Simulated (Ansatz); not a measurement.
**Calculated O-17 NMR of the central transition for SiO2**

Cell: a computed structure from the Materials Project (it need not be an observed phase).

```cif
data_SiO2
_symmetry_space_group_name_H-M 'P6_322'
_symmetry_Int_Tables_number 182
_cell_length_a 5.0691
_cell_length_b 5.0691
_cell_length_c 8.5585
_cell_angle_alpha 90.000
_cell_angle_beta 90.000
_cell_angle_gamma 120.000
loop_
_atom_site_label
_atom_site_type_symbol
_atom_site_symmetry_multiplicity
_atom_site_Wyckoff_symbol
_atom_site_fract_x
_atom_site_fract_y
_atom_site_fract_z
Si Si 4 f 0.6667 0.3333 0.9371
O5 O 6 g 0.0000 0.4213 0.0000
O10 O 2 c 0.6667 0.3333 0.7500
```

One atom of each set is listed.

Level of theory: DFT, HSE06, plane waves and PAW, scalar-relativistic, 420 eV cutoff, Γ-centred 4×4×2 k-points, Fermi–Dirac smearing 0.02 eV (Ansatz 0.2.0).

O-17 has I = 5/2 and Q = -25.58 mb (Pyykkö 2018); at 21.1 T its Larmor frequency is ν₀ = 121.8 MHz. Only the quadrupole interaction is simulated: positions count from each site's isotropic chemical shift, and J coupling is left out, as are shift anisotropy and dipolar coupling, which fast spinning averages.

Task: Simulate the second-order pattern (fast magic-angle spinning, Gaussian broadening 0.1 kHz) of site O10 (2 Si at 1.60 Å, angle 180°).

Result: The calculation gives C_Q = -6.41 MHz and η = 0.00, so ν_Q = 0.961 MHz and the centre of gravity lies at -16.6 ppm (-2.02 kHz).

```json
{"offset (kHz)": "-5.257", "height": "0"}
{"offset (kHz)": "-5.102", "height": "1"}
{"offset (kHz)": "-4.947", "height": "4"}
{"offset (kHz)": "-4.792", "height": "4"}
{"offset (kHz)": "-4.637", "height": "4"}
{"offset (kHz)": "-4.483", "height": "4"}
{"offset (kHz)": "-4.328", "height": "4"}
{"offset (kHz)": "-4.173", "height": "4"}
{"offset (kHz)": "-4.018", "height": "5"}
{"offset (kHz)": "-3.863", "height": "5"}
{"offset (kHz)": "-3.709", "height": "5"}
{"offset (kHz)": "-3.554", "height": "5"}
{"offset (kHz)": "-3.399", "height": "5"}
{"offset (kHz)": "-3.244", "height": "21"}
{"offset (kHz)": "-3.089", "height": "76"}
{"offset (kHz)": "-2.935", "height": "45"}
{"offset (kHz)": "-2.780", "height": "37"}
{"offset (kHz)": "-2.625", "height": "33"}
{"offset (kHz)": "-2.470", "height": "31"}
{"offset (kHz)": "-2.316", "height": "30"}
{"offset (kHz)": "-2.161", "height": "29"}
{"offset (kHz)": "-2.006", "height": "29"}
{"offset (kHz)": "-1.851", "height": "29"}
{"offset (kHz)": "-1.696", "height": "30"}
{"offset (kHz)": "-1.542", "height": "32"}
{"offset (kHz)": "-1.387", "height": "34"}
{"offset (kHz)": "-1.232", "height": "38"}
{"offset (kHz)": "-1.077", "height": "44"}
{"offset (kHz)": "-0.922", "height": "59"}
{"offset (kHz)": "-0.768", "height": "100"}
{"offset (kHz)": "-0.613", "height": "10"}
{"offset (kHz)": "-0.458", "height": "0"}
```

An axis of threefold or higher order runs through O10, so V_zz lies along it and η is zero.
